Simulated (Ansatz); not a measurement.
# ZrS2: properties at the relaxed cell

This session takes ZrS2 and sets out to fit an equation of state.

Program: Ansatz 0.2.0. Level of theory: DFT PBEsol+D3(BJ), scalar-relativistic, plane waves, PAW. These are calculated values, not measurements.

## Step 1: Starting point

The structure is trigonal, space group P-3m1 (No. 164). Conventional cell: a = 3.578 Å, b = 3.578 Å, c = 5.541 Å, α = 90.00°, β = 90.00°, γ = 120.00°. Zr (site symmetry -3m) has 6 S at 2.53 Å as nearest neighbours. S (site symmetry 3m) has 3 Zr at 2.53 Å as nearest neighbours.

Coordinates:

```cif
data_structure
_symmetry_space_group_name_H-M 'P 1'
_symmetry_Int_Tables_number 1
_cell_length_a 3.5782
_cell_length_b 3.5782
_cell_length_c 5.5411
_cell_angle_alpha 90.000
_cell_angle_beta 90.000
_cell_angle_gamma 120.000
_cell_volume 61.44
loop_
_atom_site_label
_atom_site_type_symbol
_atom_site_fract_x
_atom_site_fract_y
_atom_site_fract_z
_atom_site_occupancy
Zr1 Zr 0.00000 0.00000 0.00000 1
S1 S 0.66667 0.33333 0.73532 1
S2 S 0.33333 0.66667 0.26468 1
```

It goes back to an entry of the Materials Project.

This cell was relaxed beforehand with the same method: volume 20.48 Å³/atom, gap on the mesh 0.29 eV.

## Step 2: Point at V/V0 = 0.97

Input file input.yaml:

```yaml
crystal:
  lattice:
    - [3.5420555532, 0.0, 0.0]
    - [-1.7710277766, 3.0675100907, 0.0]
    - [0.0, 0.0, 5.4850833231]
  atoms:
    - { symbol: Zr, position: [0.0, 0.0, 0.0] }
    - { symbol: S, position: [0.6666666667, 0.3333333333, 0.7353243474] }
    - { symbol: S, position: [0.3333333333, 0.6666666667, 0.2646756526] }
basis:
  ecutwfc: 420
kpoints:
  mp_grid: { grid: [12, 12, 6] }
hamiltonian:
  xc: pbesol
  dispersion: d3bj
scf:
  occupations: { method: gaussian, width: 0.01 }
output:
  forces: true
  stress: true
  eigenvalues: true
relax:
  adjacent_minimum: "off"
  f_tol: 0.01
  max_steps: 30
  cell: { stress_tol: 0.1, fix: [volume] }
```

Command:

```
ansatz run input.yaml --threads 1 --pin off --max-ram 2560MiB --backend cpu --events-out ev --progress --plain --runs-dir out
```

## Step 3: Point at V/V0 = 1.03

Edit input.yaml of step 2 so:

```diff
@@ -2,5 +2,5 @@
   lattice:
-    - [3.5420555532, 0.0, 0.0]
-    - [-1.7710277766, 3.0675100907, 0.0]
-    - [0.0, 0.0, 5.4850833231]
+    - [3.6136315153, 0.0, 0.0]
+    - [-1.8068157577, 3.1294966921, 0.0]
+    - [0.0, 0.0, 5.59592295]
   atoms:
```

## Step 4: The cell scaled to 0.94 of its volume

Input file input.yaml:

```yaml
crystal:
  lattice:
    - [3.5157498351, 0.0, 0.0]
    - [-1.7578749176, 3.0447286706, 0.0]
    - [0.0, 0.0, 5.3952820728]
  atoms:
    - { symbol: Zr, position: [0.0, 0.0, 0.0] }
    - { symbol: S, position: [0.6666666667, 0.3333333333, 0.729855517] }
    - { symbol: S, position: [0.3333333333, 0.6666666667, 0.270144483] }
basis:
  ecutwfc: 420
kpoints:
  mp_grid: { grid: [12, 12, 6] }
hamiltonian:
  xc: pbesol
  dispersion: d3bj
scf:
  occupations: { method: gaussian, width: 0.01 }
output:
  forces: true
  stress: true
  eigenvalues: true
  write_density: true
  write_potential: true
  elf: true
  volumetric_format: npy
relax:
  adjacent_minimum: "off"
  f_tol: 0.01
  max_steps: 30
  cell: { stress_tol: 0.1, fix: [volume] }
```

## Step 5: The cell scaled to 1.06 of its volume

Input file input.yaml:

```yaml
crystal:
  lattice:
    - [3.6344736127, 0.0, 0.0]
    - [-1.8172368064, 3.1475464779, 0.0]
    - [0.0, 0.0, 5.6930507689]
  atoms:
    - { symbol: Zr, position: [0.0, 0.0, 0.0] }
    - { symbol: S, position: [0.6666666667, 0.3333333333, 0.7408924739] }
    - { symbol: S, position: [0.3333333333, 0.6666666667, 0.2591075261] }
basis:
  ecutwfc: 420
kpoints:
  mp_grid: { grid: [12, 12, 6] }
hamiltonian:
  xc: pbesol
  dispersion: d3bj
scf:
  occupations: { method: gaussian, width: 0.01 }
output:
  forces: true
  stress: true
  eigenvalues: true
relax:
  adjacent_minimum: "off"
  f_tol: 0.01
  max_steps: 30
  cell: { stress_tol: 0.1, fix: [volume] }
```

## Step 6: Point at V/V0 = 0.91

Input file input.yaml:

```yaml
crystal:
  lattice:
    - [3.4832141046, 0.0, 0.0]
    - [-1.7416070523, 3.0165519013, 0.0]
    - [0.0, 0.0, 5.321122822]
  atoms:
    - { symbol: Zr, position: [0.0, 0.0, 0.0] }
    - { symbol: S, position: [0.6666666667, 0.3333333333, 0.7246108849] }
    - { symbol: S, position: [0.3333333333, 0.6666666667, 0.2753891151] }
basis:
  ecutwfc: 420
kpoints:
  mp_grid: { grid: [12, 12, 6] }
hamiltonian:
  xc: pbesol
  dispersion: d3bj
scf:
  occupations: { method: gaussian, width: 0.01 }
output:
  forces: true
  stress: true
  eigenvalues: true
relax:
  adjacent_minimum: "off"
  f_tol: 0.01
  max_steps: 30
  cell: { stress_tol: 0.1, fix: [volume] }
```

## Step 7: Point at V/V0 = 1.10

Input file input.yaml:

```yaml
crystal:
  lattice:
    - [3.6611397259, 0.0, 0.0]
    - [-1.830569863, 3.1706400094, 0.0]
    - [0.0, 0.0, 5.8221355057]
  atoms:
    - { symbol: Zr, position: [0.0, 0.0, 0.0] }
    - { symbol: S, position: [0.6666666667, 0.3333333333, 0.7466197532] }
    - { symbol: S, position: [0.3333333333, 0.6666666667, 0.2533802468] }
basis:
  ecutwfc: 420
kpoints:
  mp_grid: { grid: [12, 12, 6] }
hamiltonian:
  xc: pbesol
  dispersion: d3bj
scf:
  occupations: { method: gaussian, width: 0.01 }
output:
  forces: true
  stress: true
  eigenvalues: true
relax:
  adjacent_minimum: "off"
  f_tol: 0.01
  max_steps: 30
  cell: { stress_tol: 0.1, fix: [volume] }
```

## Step 8: Point at V/V0 = 0.88

Input file input.yaml:

```yaml
crystal:
  lattice:
    - [3.4490309666, 0.0, 0.0]
    - [-1.7245154833, 2.9869484355, 0.0]
    - [0.0, 0.0, 5.2482041045]
  atoms:
    - { symbol: Zr, position: [0.0, 0.0, 0.0] }
    - { symbol: S, position: [0.6666666667, 0.3333333333, 0.719515809] }
    - { symbol: S, position: [0.3333333333, 0.6666666667, 0.280484191] }
basis:
  ecutwfc: 420
kpoints:
  mp_grid: { grid: [12, 12, 6] }
hamiltonian:
  xc: pbesol
  dispersion: d3bj
scf:
  occupations: { method: gaussian, width: 0.01 }
output:
  forces: true
  stress: true
  eigenvalues: true
  write_density: true
  write_potential: true
  elf: true
  volumetric_format: npy
relax:
  adjacent_minimum: "off"
  f_tol: 0.01
  max_steps: 30
  cell: { stress_tol: 0.1, fix: [volume] }
```

(Steps that only read results are left out.)

Before running it: what results should come out? Wanted: equilibrium volume of the fit; bulk modulus.

As calculated:

```
                     quantity          value
equilibrium volume of the fit  20.50 Å³/atom
                 bulk modulus         43 GPa
      its pressure derivative            7.8
```

What this shows: The fit puts the minimum at 20.50 Å³/atom with B = 43 GPa and B' = 7.8. The gap on the mesh closes under compression.
